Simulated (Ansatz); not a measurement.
**Al2Pt in Ansatz: the effect of functional**

Crystal: Al2Pt.

```
Pt Al
1.0
     0.00000    2.89468    2.89468
     2.89468    0.00000    2.89468
     2.89468    2.89468    0.00000
Pt Al
1 2
Cartesian
  0.0000 0.0000 0.0000
  4.3420 4.3420 4.3420
  1.4473 1.4473 1.4473
```

The cell isn't the ideal one: volume scaled by 0.94.

Alike in all runs:

* Program: Ansatz 0.2.0
* Task: single point
* Potentials or basis: Ansatz PAW
* k mesh: 8 × 8 × 8
* Occupations: fermi-dirac, width 0.05 eV
* Spin: no spin polarisation

| functional | cutoff | pressure (GPa) |
| --- | --- | --- |
| LDA | 420 eV (not typed: the program's choice for these potentials) | 5.2 |
| PBEsol | 420 eV (not typed: the program's choice for these potentials) | 8.6 |
| r2SCAN | 500 eV (not typed: the program's choice for these potentials) | ? |

Task: What does the run with functional r2SCAN give?

Result: Pressure 9.5 GPa.

Caveats: the PAW data sets come from PBE, with cores solved anew for the run's functional, which leaves a small shift of forces and pressure.
